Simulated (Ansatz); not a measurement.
# Te2Mo: convergence and cost

The task, for Te2Mo: see how the occupation rule and width moves the results.

Program: Ansatz 0.2.0. Level of theory: DFT LDA, scalar-relativistic, plane waves, PAW. These are calculated values, not measurements.

5 further runs of the same task are left out: 3 for a known fault of the program, 1 that didn't finish, 1 set aside as unsound or not needed. Runs told in other sessions of the task aren't counted.

### 1 The system as given

Symmetry: P2_1/m, No. 11, monoclinic system. Conventional cell: a = 6.362 Å, b = 3.480 Å, c = 36.176 Å, α = 90.00°, β = 90.14°, γ = 90.00°. Around Te (site symmetry m) lie 3 Mo at 2.69 to 2.71 Å. Around Te (site symmetry m) lie 3 Mo at 2.82 to 2.84 Å. Mo (site symmetry m) is surrounded by 6 Te at 2.69 to 2.84 Å and 2 Mo at 2.90 Å.

As a file:

```cif
data_structure
_symmetry_space_group_name_H-M 'P 1'
_symmetry_Int_Tables_number 1
_cell_length_a 6.3616
_cell_length_b 3.4804
_cell_length_c 36.1760
_cell_angle_alpha 90.000
_cell_angle_beta 90.136
_cell_angle_gamma 90.000
_cell_volume 800.97
loop_
_atom_site_label
_atom_site_type_symbol
_atom_site_fract_x
_atom_site_fract_y
_atom_site_fract_z
_atom_site_occupancy
Te1 Te 0.07915 0.75000 0.44347 1
Te2 Te 0.92085 0.25000 0.55653 1
Te3 Te 0.57075 0.25000 0.45930 1
Te4 Te 0.42925 0.75000 0.54070 1
Mo1 Mo 0.81865 0.75000 0.50253 1
Mo2 Mo 0.18135 0.25000 0.49747 1
```

The structure comes from the Materials Project (structure only); it is used as listed.

### 2 The base run, which the others are set against

File input.yaml:

```yaml
crystal:
  lattice:
    - [6.3616090156, 0.0, 0.0]
    - [0.0, 3.48040306, 0.0]
    - [-0.0857412231, 0.0, 36.1758904685]
  atoms:
    - { symbol: Te, position: [0.07915213, 0.75, 0.44347268] }
    - { symbol: Te, position: [0.92084787, 0.25, 0.55652732] }
    - { symbol: Te, position: [0.5707489, 0.25, 0.45929642] }
    - { symbol: Te, position: [0.4292511, 0.75, 0.54070358] }
    - { symbol: Mo, position: [0.81865244, 0.75, 0.50253463] }
    - { symbol: Mo, position: [0.18134756, 0.25, 0.49746537] }
basis:
  ecutwfc: 420
kpoints:
  mp_grid: { grid: [6, 10, 1] }
hamiltonian:
  xc: lda
scf:
  occupations: { method: gaussian, width: 0.1 }
output:
  forces: true
  stress: true
  eigenvalues: true
  populations: true
  write_density: true
  write_potential: true
  elf: true
  volumetric_format: npy
```

It was run beforehand and gave: -6165.9527 eV/atom at zero smearing, pressure -0.89 GPa, largest force 0.479 eV/Å, no gap on the mesh, in 8 SCF cycles and 40 s.

### 3 Occupation rule and width: Gaussian 0.02 eV

File input.yaml:

```yaml
crystal:
  lattice:
    - [6.3616090156, 0.0, 0.0]
    - [0.0, 3.48040306, 0.0]
    - [-0.0857412231, 0.0, 36.1758904685]
  atoms:
    - { symbol: Te, position: [0.07915213, 0.75, 0.44347268] }
    - { symbol: Te, position: [0.92084787, 0.25, 0.55652732] }
    - { symbol: Te, position: [0.5707489, 0.25, 0.45929642] }
    - { symbol: Te, position: [0.4292511, 0.75, 0.54070358] }
    - { symbol: Mo, position: [0.81865244, 0.75, 0.50253463] }
    - { symbol: Mo, position: [0.18134756, 0.25, 0.49746537] }
basis:
  ecutwfc: 420
kpoints:
  mp_grid: { grid: [6, 10, 1] }
hamiltonian:
  xc: lda
scf:
  occupations: { method: gaussian, width: 0.02 }
output:
  forces: true
  stress: true
  eigenvalues: true
```

Started as:

```
$ ansatz run input.yaml --threads 1 --pin off --max-ram 2560MiB --backend cpu --events-out ev --progress --plain --runs-dir out
```

### 4 Occupation rule and width: Gaussian 0.05 eV

input.yaml: that of step 3 with these lines changed.

```diff
@@ -19,3 +19,3 @@
 scf:
-  occupations: { method: gaussian, width: 0.02 }
+  occupations: { method: gaussian, width: 0.05 }
 output:
```

### 5 Occupation rule and width: Fermi–Dirac 0.02 eV

input.yaml: that of step 4 with these lines changed.

```diff
@@ -19,3 +19,3 @@
 scf:
-  occupations: { method: gaussian, width: 0.05 }
+  occupations: { method: fermi_dirac, width: 0.02 }
 output:
```

### 6 Occupation rule and width set to Fermi–Dirac 0.05 eV

input.yaml: that of step 5 with these lines changed.

```diff
@@ -19,3 +19,3 @@
 scf:
-  occupations: { method: fermi_dirac, width: 0.02 }
+  occupations: { method: fermi_dirac, width: 0.05 }
 output:
```

### 7 Occupation rule and width set to Fermi–Dirac 0.1 eV

input.yaml: that of step 6 with these lines changed.

```diff
@@ -19,3 +19,3 @@
 scf:
-  occupations: { method: fermi_dirac, width: 0.05 }
+  occupations: { method: fermi_dirac, width: 0.1 }
 output:
```

### 8 Occupation rule and width: Methfessel–Paxton 0.02 eV

input.yaml: that of step 7 with these lines changed.

```diff
@@ -19,3 +19,3 @@
 scf:
-  occupations: { method: fermi_dirac, width: 0.1 }
+  occupations: { method: methfessel_paxton, width: 0.02 }
 output:
```

### 9 Occupation rule and width set to Methfessel–Paxton 0.1 eV

input.yaml: that of step 8 with these lines changed.

```diff
@@ -19,3 +19,3 @@
 scf:
-  occupations: { method: methfessel_paxton, width: 0.02 }
+  occupations: { method: methfessel_paxton, width: 0.1 }
 output:
```

### 10 Occupation rule and width set to Methfessel–Paxton 0.5 eV

input.yaml: that of step 9 with these lines changed.

```diff
@@ -19,3 +19,3 @@
 scf:
-  occupations: { method: methfessel_paxton, width: 0.1 }
+  occupations: { method: methfessel_paxton, width: 0.5 }
 output:
```

### 11 Occupation rule and width set to cold 0.01 eV

input.yaml: that of step 10 with these lines changed.

```diff
@@ -19,3 +19,3 @@
 scf:
-  occupations: { method: methfessel_paxton, width: 0.5 }
+  occupations: { method: cold, width: 0.01 }
 output:
```

### 12 Occupation rule and width set to cold 0.02 eV

input.yaml: that of step 11 with these lines changed.

```diff
@@ -19,3 +19,3 @@
 scf:
-  occupations: { method: cold, width: 0.01 }
+  occupations: { method: cold, width: 0.02 }
 output:
```

### 13 Occupation rule and width: cold 0.05 eV

input.yaml: that of step 12 with these lines changed.

```diff
@@ -19,3 +19,3 @@
 scf:
-  occupations: { method: cold, width: 0.02 }
+  occupations: { method: cold, width: 0.05 }
 output:
```

### 14 Occupation rule and width set to tetrahedron

input.yaml: that of step 13 with these lines changed.

```diff
@@ -19,3 +19,3 @@
 scf:
-  occupations: { method: cold, width: 0.05 }
+  occupations: { method: tetrahedron }
 output:
```

(Steps that only read results are left out.)

What results come out of these runs, taken together? Wanted: largest energy shift, occupation rule and width.

**Answer**, as computed:

```
                                       quantity                                   value
largest energy shift, occupation rule and width  0.98 meV/atom at Methfessel–Paxton 0.5
```

The free energy moves by up to 5.03 meV/atom (Methfessel–Paxton 0.5), the energy extrapolated to zero width by up to 0.98. For the widths that shift F most, the extrapolation takes out most of the shift. In a metal, forces and stress under tetrahedra need not match the slope of their energy. The listed cell is far from this method's equilibrium (-0.9 GPa, forces up to 0.48 eV/Å), so its values are not those of the relaxed crystal. Spin-orbit coupling is left out for Te.
